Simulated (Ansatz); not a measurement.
## TiAl: clamped-ion strain scan

The calculation used DFT LDA, scalar-relativistic, plane waves, PAW (Ansatz). Settings: plane waves to 420 eV, k-mesh 16×16×12 (Γ-centred), Gaussian smearing 0.1 eV. No spin polarisation. Energies are free energies at this smearing, counted from the undisturbed cell; pressure is positive in compression.

The starting cell (as given, not relaxed at this level; it stands at -7.4 GPa, and it needn't be the usual structure):

```yaml
crystal:
  lattice:
    - [2.83730, 0.00000, 0.00000]
    - [0.00000, 2.83730, 0.00000]
    - [0.00000, 0.00000, 4.05910]
  atoms:
    - { symbol: Ti, position: [0.00000, 0.00000, 0.00000] }
    - { symbol: Al, position: [0.50000, 0.50000, 0.50000] }
```

The cell is strained by ε times the Voigt pattern (0, 0, 0, 1, 0, 0) (xx, yy, zz, yz, xz, xy; engineering shear) with fractional coordinates fixed. The cell is metallic on the mesh throughout.

(ε, ΔE (meV/atom)): (-0.0200, 2.0), (-0.0100, 0.5), (0.0000, 0.0), (0.0025, 0.0), (0.0050, 0.1), (0.0075, 0.3), (0.0125, 0.8), (0.0150, 1.1), (0.0175, 1.6)

By symmetry 0.0200 repeats -0.0200, -0.0150 repeats 0.0150, 0.0100 repeats -0.0100, -0.0050 repeats 0.0050 in energy, with the opposite slope along the path.

Cost: 9 runs of about 1.4 core-minutes in all, on Intel Xeon 6975P-C (Granite Rapids) (shared hosts).